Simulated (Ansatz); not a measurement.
Level of theory: DFT, revPBE, plane waves (420 eV) with PAW, scalar-relativistic in Ansatz 0.2.0. The PAW files were generated under PBE, with cores re-solved for the functional.

An element in the diamond structure gives this curve. The cell is scaled uniformly from the relaxed one, with fractional coordinates and shape fixed. Energies are extrapolated to zero smearing, pressures are those at the given smearing. Magnetic state: spin not included.

```json
{"V (Å³/atom)": "33.609", "E − E₀ (meV/atom)": "83.2", "P (GPa)": "7.19"}
{"V (Å³/atom)": "35.137", "E − E₀ (meV/atom)": "31.5", "P (GPa)": "4.11"}
{"V (Å³/atom)": "36.664", "E − E₀ (meV/atom)": "5.8", "P (GPa)": "1.76"}
{"V (Å³/atom)": "38.192", "E − E₀ (meV/atom)": "0.1", "P (GPa)": "-0.01"}
{"V (Å³/atom)": "39.720", "E − E₀ (meV/atom)": "9.2", "P (GPa)": "-1.30"}
{"V (Å³/atom)": "41.247", "E − E₀ (meV/atom)": "29.1", "P (GPa)": "-2.21"}
{"V (Å³/atom)": "42.775", "E − E₀ (meV/atom)": "56.4", "P (GPa)": "-2.83"}
```

Task: Which element is it?
A. antimony
B. lanthanum
C. selenium
D. magnesium

Result: B. Its fit is V₀ = 37.95 Å³/atom, B₀ = 40 GPa, B₀′ = 6.5.
